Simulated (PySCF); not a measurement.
C4H10O: calculation against experiment

**Experimental background.**

From NIST CCCBDB Release 22 (SRD 101), experimental polarizabilities, for the gas: mean polarisability 8.57 Å³.

The results are set against them at the end.

C4H10O.
SMILES with atom numbers: `[CH3:1][CH2:2][CH2:3][CH2:4][OH:5]` (hydrogens: H6, H7, H8 on C1; H9, H10 on C2; H11, H12 on C3; H13, H14 on C4; H15 on O5)

Cartesian coordinates in Å at the PBE0-D3(BJ)/def2-SVP level; atoms count from 1:
```
atom  x, y, z in Å
C1     1.969    0.231   -0.015
C2     0.496    0.480   -0.291
C3    -0.386   -0.730   -0.015
C4    -1.862   -0.490   -0.293
O5    -2.427    0.506    0.520
H6     2.133   -0.051    1.038
H7     2.359   -0.589   -0.639
H8     2.579    1.124   -0.219
H9     0.151    1.326    0.330
H10    0.362    0.796   -1.343
H11   -0.045   -1.584   -0.627
H12   -0.272   -1.034    1.040
H13   -2.431   -1.412   -0.093
H14   -2.003   -0.262   -1.371
H15   -2.039    1.350    0.270
```

Runs made with PySCF (gas phase, on this PBE0-D3(BJ)/def2-SVP geometry; no spin–orbit coupling):

```json
{"level": "wB97X-D/def2-SVPD", "job": "6 singlets by full TDDFT, polarisability, dynamic polarisability", "basis functions": "183", "wall time": "18 s"}
```

Hardware: an Arm Neoverse V2 with one thread, no GPU, on a shared host.

## Comparison

**Mean polarisability.** Measured: 8.57 Å³ (NIST CCCBDB Release 22 (SRD 101), experimental polarizabilities).

| level | computed (Å³) | computed − measured (Å³) | % (from the printed values) |
| --- | --- | --- | --- |
| wB97X-D/def2-SVPD | 8.35 | -0.22 | -3 |

The computed values are static and purely electronic, with core orbitals frozen in the response (1 au = 0.148185 Å³). The table of measured values doesn't say here whether a value is static or optical, or holds a vibrational part. The measurement averages over conformers, the calculation has one.

No measured geometry was used, and the causes of the misses weren't examined.
